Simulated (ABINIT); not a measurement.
KBr:

```
Br K
1.0
     0.00000    3.30000    3.30000
     3.30000    0.00000    3.30000
     3.30000    3.30000    0.00000
Br K
1 1
Direct
  0.50000 0.50000 0.50000
  0.00000 0.00000 0.00000
```

Base run:

| Item | Value |
| --- | --- |
| Program | ABINIT 10.8.3 (patched build) |
| Functional | WC |
| Potentials or basis | JTH PAW PBE v2.0 |
| Cutoff | 435 eV |
| k mesh | 7 × 7 × 7 |
| Occupations | fermi-dirac, width 0.05 eV |
| Spin | no spin polarisation |

Its results: band gap on the k mesh 4.35 eV, direct; pressure -0.2 GPa.

Q: After a change of settings the same cell gave: band gap on the k mesh 4.43 eV, direct; pressure 0.7 GPa. Which change was it?
A. functional from WC to revPBE; spin from no spin polarisation to spin-orbit coupling, no magnetisation
B. functional from WC to HCTH407; cutoff from 435 eV to 544 eV; fine-grid cutoff from 870.764 eV to 1088.46 eV
C. functional from WC to PBE; k mesh from 7 × 7 × 7 to 9 × 9 × 9
D. functional from WC to SOGGA; spin from no spin polarisation to spin-orbit coupling, no magnetisation

A: C.

Caveats: the PAW data sets were made with another functional, which shifts forces and pressure a little (some runs); an odd mesh through Γ misses points on the zone boundary, where band edges often lie (some runs).
